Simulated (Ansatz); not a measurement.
A run of Ansatz 0.2.0 is set up as follows.

The input input:

```
crystal:
  lattice:
    - [0.0, 2.955, 2.955]
    - [2.955, 0.0, 2.955]
    - [2.955, 2.955, 0.0]
  atoms:
    - { symbol: Pt, position: [0.0, 0.0, 0.0] }
    - { symbol: Al, position: [0.75, 0.75, 0.75] }
    - { symbol: Al, position: [0.25, 0.25, 0.25] }
hamiltonian:
  xc: r2scan0
  pseudopotentials: { kind: paw }
kpoints:
  mp_grid: { grid: [4, 4, 4] }
scf:
  occupations: { method: fermi_dirac, width: 0.05 }
output:
  forces: true
  stress: true
  eigenvalues: true
```

Problem. What does it give for the pressure?

Solution. -1.7 GPa.

Problem. Estimate the band gap on the k mesh.

Solution. None (metal or under the smearing width).

Caveat: the k mesh is coarse (spacing up to 0.46 Å⁻¹), so the values aren't converged, least of all with exact exchange; the PAW data sets come from PBE, with cores solved anew for the run's functional, which leaves a small shift of forces and pressure; the thresholds are loose for stress. Spin-orbit coupling is left out, which matters for the levels of Pt.
